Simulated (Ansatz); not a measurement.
## C: Wannier functions with LDA

C:

```
C
1.0
     0.00000    1.78337    1.78337
     1.78337    0.00000    1.78337
     1.78337    1.78337    0.00000
C
2
Cartesian
  0.8917 0.8917 0.8917
  3.5667 3.5667 3.5667
```

This isn't the form of C at room conditions, which is graphite.

| Item | Value |
| --- | --- |
| Program | Ansatz 0.2.0 |
| Task | Wannier functions |
| Functional | LDA |
| Potentials or basis | all-electron PAW datasets made for the crystal |
| Cutoff | 600 eV |
| Density cutoff | 2400 eV |
| k mesh | 13 × 13 × 13 |
| Occupations | fixed |
| Spin | no spin polarisation |
| Scf mixing preconditioner | kerker_dos |

The pressure is -13.0 GPa and the band gap on the k mesh is 4.11 eV, indirect (least direct gap 5.55 eV). The total Wannier spread is 6.30 Å² over 8 functions.

Levels at points of the mesh, in eV from the valence-band top:
```csv
k point,band 1,band 2,band 3,band 4,band 5,band 6
"(0.00, 0.00, 0.00)",-21.32,0.00,0.00,0.00,5.55,5.55
```

Wannier centres (Å) and spreads (Å²):
```csv
function,x,y,z,spread
1,1.174,0.610,0.610,0.788
2,1.174,1.174,1.174,0.788
3,0.610,1.174,0.610,0.788
4,3.285,3.285,3.285,0.788
5,3.285,3.849,3.849,0.788
6,3.849,3.285,3.849,0.788
7,0.610,0.610,1.174,0.788
8,3.849,3.849,3.285,0.788
```

Run time: 16 s on 1 thread of Arm Neoverse V1 (shared host), peak memory 0.35 GiB.

Caveat: an odd mesh through Γ misses points on the zone boundary, where band edges often lie.
